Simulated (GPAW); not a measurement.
# PbSe (Clausthalite) (Fm-3m) in GPAW: further runs, part 3 of 3

GPAW 26.7.0. The steps go on from the part before.

## (5) Band structure, PBEsol, spin-orbit coupling, no magnetisation

The input, run.py:

```python
import numpy as np
from ase import Atoms
from ase.dft.bandgap import bandgap
from ase.io import write
from ase.units import GPa
from gpaw import GPAW, PW, setup_paths
from gpaw.spinorbit import soc_eigenstates

setup_paths.insert(0, '.')

atoms = Atoms(['Pb', 'Se'],
              cell=[[0.0, 3.06065, 3.06065],
                    [3.06065, 0.0, 3.06065],
                    [3.06065, 3.06065, 0.0]],
              scaled_positions=[[0.0, 0.0, 0.0],
                                [0.5, 0.5, 0.5]],
              pbc=True)

calc = GPAW(mode=PW(600),
            xc='PBEsol',
            kpts={'size': (6, 6, 6), 'gamma': True},
            occupations={'name': 'fermi-dirac', 'width': 0.05},
            nbands=19,
            convergence={'density': 1e-05, 'energy': 1e-05},
            maxiter=150,
            txt='gpaw.txt')
atoms.calc = calc
energy = atoms.get_potential_energy()
forces = atoms.get_forces()
stress = atoms.get_stress()
calc.write('gs.gpw')
write('result.traj', atoms)
print(f'Energy: {energy:.6f} eV')
print('Forces (eV/A):')
print(forces.round(4))
print('Stress (GPa):', (stress / GPa).round(3))
print('Fermi level:', round(calc.get_fermi_level(), 4), 'eV')
print(f'Gap: {bandgap(calc)[0]:.4f} eV, direct: {bandgap(calc, direct=True)[0]:.4f} eV')

path = atoms.cell.bandpath('GXWKGLUWLK,UX', npoints=60, eps=1e-4)
bs_calc = calc.fixed_density(kpts=path, symmetry='off', nbands=31,
                             convergence={'bands': 'CBM+6.0', 'eigenstates': 1e-6}, txt='bands.txt')
bs = bs_calc.band_structure()
bs.write('bs.json')
print(f'Gap on the path: {bandgap(bs_calc)[0]:.4f} eV')

soc = soc_eigenstates(bs_calc, theta=54.7, phi=45)
np.savetxt('soc_bands.dat', soc.eigenvalues(), fmt='%.4f')
mesh = soc_eigenstates('gs.gpw', theta=54.7, phi=45)
np.savetxt('soc_mesh.dat', mesh.eigenvalues(), fmt='%.4f')
print('Fermi level with spin-orbit coupling:', round(mesh.fermi_level, 4), 'eV')
```

Launch:

```sh
$ gpaw-setup -f PBEsol Pb Se
$ OMP_NUM_THREADS=1 python run.py
```

Run time: 49 s. Hardware: 1 thread of Arm Neoverse V1, shared host; peak memory 0.28 GiB.

The run converged. Its results:

| Quantity | Value |
| --- | --- |
| Free energy | -9.1394 eV |
| Pressure | -0.8 GPa |
| Band gap on the k mesh | 0.47 eV, direct |
| Band gap along the path | 0.44 eV, indirect (least direct gap 0.54 eV) |

Levels at the corners of the path, in eV from the valence-band top:
| point | band 16 | band 17 | band 18 | band 19 | band 20 | band 21 | band 22 | band 23 | band 24 | band 25 |
| --- | --- | --- | --- | --- | --- | --- | --- | --- | --- | --- |
| Γ | -2.05 | -1.26 | -1.26 | -1.26 | -1.26 | 3.11 | 3.11 | 6.04 | 6.04 | 6.04 |
| X | -4.72 | -3.19 | -3.19 | -2.60 | -2.60 | 3.98 | 3.98 | 4.70 | 4.70 | 6.65 |
| W | -4.12 | -3.77 | -3.77 | -0.39 | -0.39 | 1.95 | 1.95 | 5.21 | 5.21 | 5.39 |
| K | -4.31 | -2.53 | -2.53 | -1.91 | -1.91 | 3.22 | 3.23 | 4.52 | 4.52 | 5.81 |
| Γ | -2.05 | -1.26 | -1.26 | -1.26 | -1.26 | 3.11 | 3.11 | 6.04 | 6.04 | 6.04 |
| L | -1.20 | -0.96 | -0.96 | -0.10 | -0.10 | 0.44 | 0.44 | 1.72 | 1.72 | 2.76 |
| U | -4.31 | -2.53 | -2.53 | -1.91 | -1.91 | 3.22 | 3.22 | 4.52 | 4.52 | 5.81 |
| W | -4.12 | -3.77 | -3.77 | -0.39 | -0.39 | 1.95 | 1.95 | 5.21 | 5.21 | 5.39 |
| L | -1.20 | -0.96 | -0.96 | -0.10 | -0.10 | 0.44 | 0.44 | 1.72 | 1.72 | 2.76 |
| K | -4.31 | -2.53 | -2.53 | -1.91 | -1.91 | 3.22 | 3.23 | 4.52 | 4.52 | 5.81 |
| U | -4.31 | -2.53 | -2.53 | -1.91 | -1.91 | 3.22 | 3.22 | 4.52 | 4.52 | 5.81 |
| X | -4.72 | -3.19 | -3.19 | -2.60 | -2.60 | 3.98 | 3.98 | 4.70 | 4.70 | 6.65 |

Caveat: spin-orbit coupling was added after a scalar SCF, so levels and gaps hold it while energy, forces, pressure and moments don't; this program's spin-orbit splittings come out too wide for heavy elements.

## (6) The runs side by side

| level | potentials or basis | spin | k mesh | band points | spin axis theta (degrees) | spin axis phi (degrees) | soc after scf | gap on the mesh (eV) | pressure (GPa) |
| --- | --- | --- | --- | --- | --- | --- | --- | --- | --- |
| PBE | GPAW PAW data sets (gpaw-data 1.2.1), pw | SOC, no magnetisation | 6 × 6 × 6 | 100 | 54.7 | 45 | second variation | 0.40 | 2.2 |
| LDA | the program's PAW data sets (release 1.2.1) made for this functional, pw | off | 8 × 8 × 8 | 100 | - | - | - | 0.14 | -2.3 |
| PBEsol | PAW data sets generated in the run's folder for this functional, pw | off | 8 × 8 × 8 | 100 | - | - | - | 0.16 | -0.7 |
| PBEsol | PAW data sets generated in the run's folder for this functional, pw | SOC, no magnetisation | 6 × 6 × 6 | 60 | 54.7 | 45 | second variation | 0.47 | -0.8 |

Alike in all rows: task band structure; cell as given; cutoff (eV) 600; smearing fermi-dirac 0.05 eV.

Caveats: spin-orbit coupling was added after a scalar SCF, so levels and gaps hold it while energy, forces, pressure and moments don't (some runs); this program's spin-orbit splittings come out too wide for heavy elements (some runs); spin-orbit coupling is left out, which as a rule narrows the gap of such compounds by several tenths of an eV (some runs).

Total energies depend on the potentials used, so only differences within one code and one set of settings carry meaning.

## (7) Against experiment

Step 2. Measured gap of PbSe: 0.28 eV (direct; 300 K; a printed reference work, monograph). This calculation gives 0.40 eV (+0.12 eV). 2 values of this kind are on record (0.15 to 0.28 eV); this one was drawn at random. The value is that of PBE on a finite k mesh, which can miss the band edges, without temperature or zero-point motion.

Step 3. Measured gap of PbSe: 0.15 eV (direct; 4.2 K; a printed reference work, monograph). This calculation gives 0.14 eV (-0.01 eV). 2 values of this kind are on record (0.15 to 0.28 eV); this one was drawn at random. Spin-orbit coupling on Pb, Se is left out. The value is that of LDA, without temperature or zero-point motion. Semilocal functionals fall short of measured gaps as a rule.

Step 4. A measured gap of PbSe is 0.28 eV (direct; 300 K; a printed reference work, monograph); the calculated 0.16 eV misses it by -0.12 eV. 2 values of this kind are on record (0.15 to 0.28 eV); this one was drawn at random. Spin-orbit coupling on Pb, Se is left out. The value is that of PBEsol, without temperature or zero-point motion. Semilocal functionals fall short of measured gaps as a rule.

Step 5. Against the measured direct gap of PbSe, 0.28 eV (direct; 300 K; a printed reference work, monograph), the calculated 0.54 eV is off by +0.26 eV. 2 values of this kind are on record (0.15 to 0.28 eV); this one was drawn at random. The value is that of PBEsol, without temperature or zero-point motion.
